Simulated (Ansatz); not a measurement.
**Cobalt, hcp under LDA: convergence with the k-point mesh**

Aim: find which k-point mesh is enough for energy and pressure. The geometry was relaxed under LDA beforehand and stays fixed; 8 values are run, from 2×2×2 to 22×22×12. Wanted are the values from which on the energy stays within 10 and 1 meV/atom, and the pressure within 0.5 GPa, of the last run. Within the series other settings stay, but some runs also write fields, which adds to their time. Spin polarisation is left out.

Program: Ansatz 0.2.0. Level of theory: DFT LDA, plane waves with PAW, scalar-relativistic. These are calculated values, not measurements.

### Step 1. The structure to begin with

Symmetry: P6_3/mmc, No. 194, hexagonal system. Conventional cell: a = 2.400 Å, b = 2.400 Å, c = 3.866 Å, α = 90.00°, β = 90.00°, γ = 120.00°. Around Co (site symmetry -6m2) lie 12 Co at 2.38 to 2.40 Å.

As a file:

```
Co
1.0
     2.39957    0.00000    0.00000
    -1.19978    2.07809    0.00000
     0.00000    0.00000    3.86569
Co
2
Direct
  0.33333 0.66667 0.25000
  0.66667 0.33333 0.75000
```

### Step 2. With a k-mesh of 2×2×2

The run at 2×2×2.

input.yaml

```yaml
crystal:
  lattice:
    - [2.399568643, 0.0, 0.0]
    - [-1.1997843215, 2.078087403, 0.0]
    - [0.0, 0.0, 3.8656883379]
  atoms:
    - { symbol: Co, position: [0.3333333333, 0.6666666667, 0.25] }
    - { symbol: Co, position: [0.6666666667, 0.3333333333, 0.75] }
hamiltonian:
  xc: lda
  pseudopotentials:
    kind: paw
    azcp:
      Co: "pseudopotentials/Co.paw.azcp"
basis:
  ecutwfc: 420
  fft_grid_basis: typed
kpoints:
  mp_grid: { grid: [2, 2, 2], shift: [0, 0, 0] }
magnetization:
  spin_polarized: false
scf:
  occupations: { method: fermi_dirac, width: 0.1 }
  lower_state_search: "off"
output:
  stress: true
```

On the command line:

```
ansatz run input.yaml --threads 2 --pin off --max-ram 5120MiB --backend cpu --events-out ev --progress --plain --runs-dir out
```

Standard output:

```text
Warning: <dir> the record states the generating functional pbe (its physics header spells it `PBE`), which answers neither for hamiltonian.xc's functional nor for the lda family's — results may be inconsistent (PPs are generated against a specific XC)
Warning: RAYON_NUM_THREADS=2 ignored (pool sized by the plan → 2); use --threads N
Engine: ansatz 0.2.0, aarch64-unknown-linux-gnu
Pseudopotentials: kind: paw
Pseudopotential: Co, paw, valence charge 17, recommended cutoff 420 eV (normal), <dir>
Functional definition: SPW92
  exchange = slater_x
  correlation = pw_c
Crystal: 2 atoms, lattice volume = 19.276 Å³
Basis set: ecut = 420 eV, 379 PW (Γ)
Bands: 21, of which v1, the nominal top of the filled ones, is band 17 counted from 1 (16 counted from 0)
Symmetry: 24 space group operations
Space group: P63/mmc (ITA 194), of the structure as read, at distance tolerance 2.7e-5 Å
k-points: 4 of 8
Non-local potential: Co, projectors of the file, l = 0: 3, l = 1: 2, l = 2: 3, l = 3: 1
PAW form: soft (Blöchl's): semilocal exchange-correlation on the pseudo side does not see the compensation charge
PAW frozen core: Co, regenerated for the run's functional, and the local potential with it (the file was generated under x = pbe(κ = 0.804, μ = 0.2195149727645171), c = pbe(β = 0.06672455060314922))
PAW one-centre angular grid: Co, 590 points (default); XC on 64 Gauss nodes
Initial density: superposition of atomic densities (neutral atoms: chi_scale 0, normalization atom), corrected by the library's trained network
Initial wavefunctions: pseudopotential atomic-orbital guess
Functional: x = slater, c = lda
SCF iter   1: F=—  HF=-10123.423649 eV  |F-HF|=—  |Δ(HF+E_count)|=         —  Δρ=1.04e-1  dr2=6.39e-1  ethr=1.77e-3  ⟨swp⟩=4.2  Hψ=323  notcnv=0
preconditioner: auto → none  [metal: Δε(μ)=0.160 eV  Ē_g=6.179 eV  σ=0.100 eV  W_gap=0.35  n_scr=2 (ndim 8)  ℏωp=35.9 eV  f_vac=0.000  D(μ)=6.85/eV (n_scr^D=158)  sad-step TF]
SCF iter   2: F=—  HF=-10123.222094 eV  |F-HF|=—  |Δ(HF+E_count)|=   2.02e-1  Δρ=2.19e-2  dr2=6.24e-2  ethr=1.77e-3  ⟨swp⟩=1.8  Hψ=123  notcnv=0
SCF iter   3: F=—  HF=-10123.195154 eV  |F-HF|=—  |Δ(HF+E_count)|=   2.69e-2  Δρ=8.59e-3  dr2=7.09e-3  ethr=1.83e-4  ⟨swp⟩=2.2  Hψ=108  notcnv=0
SCF iter   4: F=—  HF=-10123.191378 eV  |F-HF|=—  |Δ(HF+E_count)|=   3.78e-3  Δρ=2.76e-3  dr2=5.68e-4  ethr=2.09e-5  ⟨swp⟩=2.5  Hψ=124  notcnv=0
SCF iter   5: F=—  HF=-10123.191114 eV  |F-HF|=—  |Δ(HF+E_count)|=   2.64e-4  Δρ=5.74e-4  dr2=1.13e-5  ethr=1.67e-6  ⟨swp⟩=2.5  Hψ=135  notcnv=0
SCF iter   6: F=—  HF=-10123.191146 eV  |F-HF|=—  |Δ(HF+E_count)|=   3.22e-5  Δρ=5.17e-5  dr2=1.30e-7  ethr=3.33e-8  ⟨swp⟩=2.5  Hψ=149  notcnv=0
SCF iter   7: F=-10123.191146 eV  HF=-10123.191146 eV  |F-HF|=4.86e-10  |Δ(HF+E_count)|=   6.49e-8  Δρ=4.81e-6  dr2=9.76e-10  ethr=2.94e-10  ⟨swp⟩=4.5  Hψ=319  notcnv=0
SCF 1 converged in 7 iterations: F = -10123.191146 eV  dr2 = 9.76e-10
SCF converged after 7 iterations
Free energy (F): -10123.191146 eV
Harris-Foulkes:  -10123.191146 eV  (|F-HF|=4.86e-10)
Internal energy: -10122.939146 eV  (E = F + TS)
E sigma→0 (E₀):  -10123.065146 eV
Entropy (-TS):   -0.252000 eV (-126.000 meV/atom)
Fermi energy:    21.362737 eV
--- Per-component energies (eV) ---
  E_band       = -399.956474
  E_kinetic    = 915.040931
  E_local      = -5334.367268  (includes V_loc(G=0)·N_el)
  E_nonlocal   = 920.879284
  E_hartree    = 2244.652378
  E_xc         = -317.547915
  E_vxc        = -412.275797  (∫ρ·V_xc dr)
  E_paw        = -2904.879122  (= ΣΔE_a)
  E_vpaw       = -978.538396  (= ΣTr[D̂ρ^β])
  E_aug_tail   = 0.000063  (compensation charges beyond the density's cutoff)
  E_ewald      = -5647.553998
  E_core_change = 0.836501  (= ΣΔE_core)
  E_smearing   = -0.252000  (= −TS)
  E_closure    = -0.000000  (closes the sum)
  Σ components = -10123.191146   (vs F -10123.191146, Δ=0.00e0)
--- Stress (GPa, compression-positive) ---
       16.612760       0.000000      -0.000000
       -0.000000      16.612760      -0.000000
       -0.000000      -0.000000      16.650972
  P = ⅓ Tr σ = 16.6255 GPa (166.255 kbar)
```

Run time: 0.58 s. Hardware: 2 threads of Arm Neoverse N1, shared host; peak memory 0.24 GiB.

### Step 3. With a k-mesh of 4×4×2

The run at 4×4×2.

Edit input.yaml of step 2 so:

```diff
@@ -18,3 +18,3 @@
 kpoints:
-  mp_grid: { grid: [2, 2, 2], shift: [0, 0, 0] }
+  mp_grid: { grid: [4, 4, 2], shift: [0, 0, 0] }
 magnetization:
@@ -26 +26,5 @@
   stress: true
+  write_density: true
+  write_potential: true
+  elf: true
+  volumetric_format: npy
```

On the command line:

```
ansatz run input.yaml --threads 2 --pin off --max-ram 5120MiB --backend cpu --events-out ev --progress --plain --runs-dir out
```

Standard output:

```text
Warning: <dir> the record states the generating functional pbe (its physics header spells it `PBE`), which answers neither for hamiltonian.xc's functional nor for the lda family's — results may be inconsistent (PPs are generated against a specific XC)
Warning: RAYON_NUM_THREADS=2 ignored (pool sized by the plan → 2); use --threads N
[... 6 set-up lines as earlier in the session ...]
Crystal: 2 atoms, lattice volume = 19.276 Å³
Basis set: ecut = 420 eV, 379 PW (Γ)
Bands: 21, of which v1, the nominal top of the filled ones, is band 17 counted from 1 (16 counted from 0)
[... 2 set-up lines as earlier in the session ...]
k-points: 8 of 32
[... 7 set-up lines as earlier in the session ...]
SCF iter   1: F=—  HF=-10125.561637 eV  |F-HF|=—  |Δ(HF+E_count)|=         —  Δρ=2.52e-2  dr2=4.82e-2  ethr=1.77e-3  ⟨swp⟩=4.5  Hψ=628  notcnv=0
preconditioner: auto → none  [insulator: Δε(μ)=0.381 eV  Ē_g=6.850 eV  σ=0.100 eV  W_gap=0.54  n_scr=2 (ndim 8)  ℏωp=35.9 eV  f_vac=0.000  D(μ)=3.16/eV (n_scr^D=42)  ε∞_Penn≈28.4]
SCF iter   2: F=—  HF=-10125.551151 eV  |F-HF|=—  |Δ(HF+E_count)|=   1.05e-2  Δρ=4.33e-3  dr2=7.81e-4  ethr=1.42e-4  ⟨swp⟩=2.4  Hψ=333  notcnv=0
SCF iter   3: F=—  HF=-10125.551126 eV  |F-HF|=—  |Δ(HF+E_count)|=   2.52e-5  Δρ=1.96e-3  dr2=1.39e-4  ethr=2.30e-6  ⟨swp⟩=2.5  Hψ=290  notcnv=0
SCF iter   4: F=—  HF=-10125.551154 eV  |F-HF|=—  |Δ(HF+E_count)|=   2.75e-5  Δρ=1.37e-4  dr2=1.07e-6  ethr=4.09e-7  ⟨swp⟩=2.0  Hψ=275  notcnv=0
SCF iter   5: F=—  HF=-10125.551177 eV  |F-HF|=—  |Δ(HF+E_count)|=   2.31e-5  Δρ=6.54e-5  dr2=1.98e-7  ethr=3.15e-9  ⟨swp⟩=2.5  Hψ=302  notcnv=0
SCF iter   6: F=-10125.551177 eV  HF=-10125.551177 eV  |F-HF|=9.64e-11  |Δ(HF+E_count)|=   1.17e-7  Δρ=2.42e-6  dr2=3.19e-10  ethr=2.94e-10  ⟨swp⟩=8.4  Hψ=1176  notcnv=0
SCF 1 converged in 6 iterations: F = -10125.551177 eV  dr2 = 3.19e-10
SCF converged after 6 iterations
Free energy (F): -10125.551177 eV
Harris-Foulkes:  -10125.551177 eV  (|F-HF|=9.64e-11)
Internal energy: -10125.433322 eV  (E = F + TS)
E sigma→0 (E₀):  -10125.492249 eV
Entropy (-TS):   -0.117855 eV (-58.928 meV/atom)
Fermi energy:    21.217962 eV
--- Per-component energies (eV) ---
  E_band       = -406.487725
  E_kinetic    = 916.295342
  E_local      = -5329.485171  (includes V_loc(G=0)·N_el)
  E_nonlocal   = 915.843553
  E_hartree    = 2240.675694
  E_xc         = -318.273888
  E_vxc        = -413.225354  (∫ρ·V_xc dr)
  E_paw        = -2903.771417  (= ΣΔE_a)
  E_vpaw       = -977.266262  (= ΣTr[D̂ρ^β])
  E_aug_tail   = 0.000062  (compensation charges beyond the density's cutoff)
  E_ewald      = -5647.553998
  E_core_change = 0.836501  (= ΣΔE_core)
  E_smearing   = -0.117855  (= −TS)
  E_closure    = -0.000000  (closes the sum)
  Σ components = -10125.551177   (vs F -10125.551177, Δ=0.00e0)
--- Stress (GPa, compression-positive) ---
       -6.452863       0.000000      -0.000000
        0.000000      -6.452863       0.000000
       -0.000000       0.000000       4.500441
  P = ⅓ Tr σ = -2.8018 GPa (-28.018 kbar)
--- Band table (eV; the first three rows and the last of 8) ---
  k-point 0: bands = ["-73.4089", "-73.3059", "-37.3594", "-36.8548", "-36.8548", "-36.8243", "-36.7785", "-36.7785", "11.3839", "15.6955", "18.9554", "18.9963", "18.9963", "19.4144", "19.4144", "19.8164", "19.8164", "20.9293", "21.2344", "21.2344", "28.9954"]
  k-point 1: bands = ["-73.3574", "-73.3574", "-37.0948", "-37.0948", "-36.8166", "-36.8166", "-36.8166", "-36.8166", "13.8591", "13.8591", "18.4557", "18.4557", "18.9057", "18.9057", "18.9057", "18.9057", "20.8524", "20.8524", "20.8524", "20.8524", "37.6622"]
  k-point 2: bands = ["-73.3653", "-73.2889", "-37.2644", "-37.0433", "-36.9687", "-36.9138", "-36.8676", "-36.8097", "13.5856", "16.6742", "17.6482", "18.0426", "18.9741", "19.2214", "19.4414", "20.1194", "20.1327", "20.4053", "21.4459", "26.3783", "29.2774"]
  k-point 7: bands = ["-73.2966", "-73.2966", "-37.2233", "-37.2233", "-37.0166", "-37.0166", "-36.9000", "-36.9000", "16.5830", "16.5830", "17.9367", "17.9367", "18.4453", "18.4453", "19.7779", "19.7779", "21.4638", "21.4638", "24.4023", "24.4023", "32.7240"]
```

Wall time 0.8 s (2 threads of Arm Neoverse N1, shared host); peak memory 0.25 GiB.

### Step 4. With a k-mesh of 5×5×3

The run at 5×5×3.

Edit input.yaml of step 3 so:

```diff
@@ -18,3 +18,3 @@
 kpoints:
-  mp_grid: { grid: [4, 4, 2], shift: [0, 0, 0] }
+  mp_grid: { grid: [5, 5, 3], shift: [0, 0, 0] }
 magnetization:
@@ -26,5 +26 @@
   stress: true
-  write_density: true
-  write_potential: true
-  elf: true
-  volumetric_format: npy
```

On the command line:

```
ansatz run input.yaml --threads 2 --pin off --max-ram 5120MiB --backend cpu --events-out ev --progress --plain --runs-dir out
```

Standard output:

```text
Warning: <dir> the record states the generating functional pbe (its physics header spells it `PBE`), which answers neither for hamiltonian.xc's functional nor for the lda family's — results may be inconsistent (PPs are generated against a specific XC)
Warning: RAYON_NUM_THREADS=2 ignored (pool sized by the plan → 2); use --threads N
[... 6 set-up lines as earlier in the session ...]
Crystal: 2 atoms, lattice volume = 19.276 Å³
Basis set: ecut = 420 eV, 379 PW (Γ)
Bands: 21, of which v1, the nominal top of the filled ones, is band 17 counted from 1 (16 counted from 0)
[... 2 set-up lines as earlier in the session ...]
k-points: 10 of 75
[... 7 set-up lines as earlier in the session ...]
SCF iter   1: F=—  HF=-10125.299294 eV  |F-HF|=—  |Δ(HF+E_count)|=         —  Δρ=3.71e-2  dr2=1.23e-1  ethr=1.77e-3  ⟨swp⟩=4.4  Hψ=782  notcnv=0
preconditioner: auto → none  [metal: Δε(μ)=0.033 eV  Ē_g=6.586 eV  σ=0.100 eV  W_gap=0.08  n_scr=2 (ndim 8)  ℏωp=35.9 eV  f_vac=0.000  D(μ)=5.71/eV (n_scr^D=134)  sad-step TF]
SCF iter   2: F=—  HF=-10125.276967 eV  |F-HF|=—  |Δ(HF+E_count)|=   2.23e-2  Δρ=1.23e-2  dr2=1.56e-2  ethr=3.63e-4  ⟨swp⟩=2.3  Hψ=339  notcnv=0
SCF iter   3: F=—  HF=-10125.274176 eV  |F-HF|=—  |Δ(HF+E_count)|=   2.79e-3  Δρ=1.72e-3  dr2=1.73e-4  ethr=4.57e-5  ⟨swp⟩=2.5  Hψ=337  notcnv=0
SCF iter   4: F=—  HF=-10125.274088 eV  |F-HF|=—  |Δ(HF+E_count)|=   8.81e-5  Δρ=9.82e-4  dr2=3.84e-5  ethr=5.08e-7  ⟨swp⟩=2.2  Hψ=350  notcnv=0
SCF iter   5: F=—  HF=-10125.274059 eV  |F-HF|=—  |Δ(HF+E_count)|=   2.93e-5  Δρ=1.64e-4  dr2=6.09e-7  ethr=1.13e-7  ⟨swp⟩=2.0  Hψ=311  notcnv=0
SCF iter   6: F=-10125.274061 eV  HF=-10125.274061 eV  |F-HF|=4.29e-8  |Δ(HF+E_count)|=   1.68e-6  Δρ=2.49e-5  dr2=5.92e-8  ethr=2.94e-10  ⟨swp⟩=5.1  Hψ=953  notcnv=0
SCF 1 converged in 6 iterations: F = -10125.274061 eV  dr2 = 5.92e-8
SCF converged after 6 iterations
Free energy (F): -10125.274061 eV
Harris-Foulkes:  -10125.274061 eV  (|F-HF|=4.29e-8)
Internal energy: -10125.085139 eV  (E = F + TS)
E sigma→0 (E₀):  -10125.179600 eV
Entropy (-TS):   -0.188922 eV (-94.461 meV/atom)
Fermi energy:    21.054508 eV
--- Per-component energies (eV) ---
  E_band       = -408.978743
  E_kinetic    = 915.476017
  E_local      = -5324.412881  (includes V_loc(G=0)·N_el)
  E_nonlocal   = 914.584270
  E_hartree    = 2236.801629
  E_xc         = -318.378212
  E_vxc        = -413.360186  (∫ρ·V_xc dr)
  E_paw        = -2902.438528  (= ΣΔE_a)
  E_vpaw       = -974.848024  (= ΣTr[D̂ρ^β])
  E_aug_tail   = 0.000062  (compensation charges beyond the density's cutoff)
  E_ewald      = -5647.553998
  E_core_change = 0.836501  (= ΣΔE_core)
  E_smearing   = -0.188922  (= −TS)
  E_closure    = 0.000000  (closes the sum)
  Σ components = -10125.274061   (vs F -10125.274061, Δ=0.00e0)
--- Stress (GPa, compression-positive) ---
        2.147500      -0.000000      -0.000000
        0.000000       2.147500      -0.000000
       -0.000000      -0.000000      -0.213214
  P = ⅓ Tr σ = 1.3606 GPa (13.606 kbar)
```

Run time: 0.68 s. Hardware: 2 threads of Arm Neoverse N1, shared host; peak memory 0.25 GiB.

### Step 5. With a k-mesh of 7×7×4

The run at 7×7×4.

Edit input.yaml of step 4 so:

```diff
@@ -18,3 +18,3 @@
 kpoints:
-  mp_grid: { grid: [5, 5, 3], shift: [0, 0, 0] }
+  mp_grid: { grid: [7, 7, 4], shift: [0, 0, 0] }
 magnetization:
```

On the command line:

```
ansatz run input.yaml --threads 2 --pin off --max-ram 5120MiB --backend cpu --events-out ev --progress --plain --runs-dir out
```

Standard output:

```text
Warning: <dir> the record states the generating functional pbe (its physics header spells it `PBE`), which answers neither for hamiltonian.xc's functional nor for the lda family's — results may be inconsistent (PPs are generated against a specific XC)
Warning: RAYON_NUM_THREADS=2 ignored (pool sized by the plan → 2); use --threads N
[... 6 set-up lines as earlier in the session ...]
Crystal: 2 atoms, lattice volume = 19.276 Å³
Basis set: ecut = 420 eV, 379 PW (Γ)
Bands: 21, of which v1, the nominal top of the filled ones, is band 17 counted from 1 (16 counted from 0)
[... 2 set-up lines as earlier in the session ...]
k-points: 24 of 196
[... 7 set-up lines as earlier in the session ...]
SCF iter   1: F=—  HF=-10125.437333 eV  |F-HF|=—  |Δ(HF+E_count)|=         —  Δρ=2.65e-2  dr2=5.80e-2  ethr=1.77e-3  ⟨swp⟩=4.3  Hψ=1871  notcnv=0
preconditioner: auto → none  [metal: Δε(μ)=0.148 eV  Ē_g=6.715 eV  σ=0.100 eV  W_gap=0.31  n_scr=2 (ndim 8)  ℏωp=35.9 eV  f_vac=0.000  D(μ)=3.75/eV (n_scr^D=66)  sad-step TF]
SCF iter   2: F=—  HF=-10125.426985 eV  |F-HF|=—  |Δ(HF+E_count)|=   1.03e-2  Δρ=9.30e-3  dr2=7.19e-3  ethr=1.71e-4  ⟨swp⟩=2.8  Hψ=940  notcnv=0
SCF iter   3: F=—  HF=-10125.425864 eV  |F-HF|=—  |Δ(HF+E_count)|=   1.12e-3  Δρ=1.05e-3  dr2=6.34e-5  ethr=2.11e-5  ⟨swp⟩=2.5  Hψ=835  notcnv=0
SCF iter   4: F=—  HF=-10125.425841 eV  |F-HF|=—  |Δ(HF+E_count)|=   2.33e-5  Δρ=2.79e-4  dr2=2.96e-6  ethr=1.87e-7  ⟨swp⟩=2.0  Hψ=809  notcnv=0
SCF iter   5: F=—  HF=-10125.425840 eV  |F-HF|=—  |Δ(HF+E_count)|=   7.99e-7  Δρ=8.96e-5  dr2=2.99e-7  ethr=8.72e-9  ⟨swp⟩=2.3  Hψ=844  notcnv=0
SCF iter   6: F=-10125.425840 eV  HF=-10125.425840 eV  |F-HF|=4.47e-10  |Δ(HF+E_count)|=   2.43e-7  Δρ=4.62e-6  dr2=1.06e-9  ethr=2.94e-10  ⟨swp⟩=4.4  Hψ=1999  notcnv=0
SCF 1 converged in 6 iterations: F = -10125.425840 eV  dr2 = 1.06e-9
SCF converged after 6 iterations
Free energy (F): -10125.425840 eV
Harris-Foulkes:  -10125.425840 eV  (|F-HF|=4.47e-10)
Internal energy: -10125.292001 eV  (E = F + TS)
E sigma→0 (E₀):  -10125.358921 eV
Entropy (-TS):   -0.133839 eV (-66.920 meV/atom)
Fermi energy:    21.103609 eV
--- Per-component energies (eV) ---
  E_band       = -406.960598
  E_kinetic    = 916.027693
  E_local      = -5328.350680  (includes V_loc(G=0)·N_el)
  E_nonlocal   = 915.707015
  E_hartree    = 2239.815424
  E_xc         = -318.279394
  E_vxc        = -413.232072  (∫ρ·V_xc dr)
  E_paw        = -2903.494626  (= ΣΔE_a)
  E_vpaw       = -976.745406  (= ΣTr[D̂ρ^β])
  E_aug_tail   = 0.000062  (compensation charges beyond the density's cutoff)
  E_ewald      = -5647.553998
  E_core_change = 0.836501  (= ΣΔE_core)
  E_smearing   = -0.133839  (= −TS)
  E_closure    = -0.000000  (closes the sum)
  Σ components = -10125.425840   (vs F -10125.425840, Δ=0.00e0)
--- Stress (GPa, compression-positive) ---
       -2.186338       0.000000       0.000000
        0.000000      -2.186338      -0.000000
        0.000000      -0.000000       1.826111
  P = ⅓ Tr σ = -0.8489 GPa (-8.489 kbar)
```

It took 0.89 s on 2 threads of Arm Neoverse N1, shared host; peak memory 0.26 GiB.

[end of part 1 of 2]
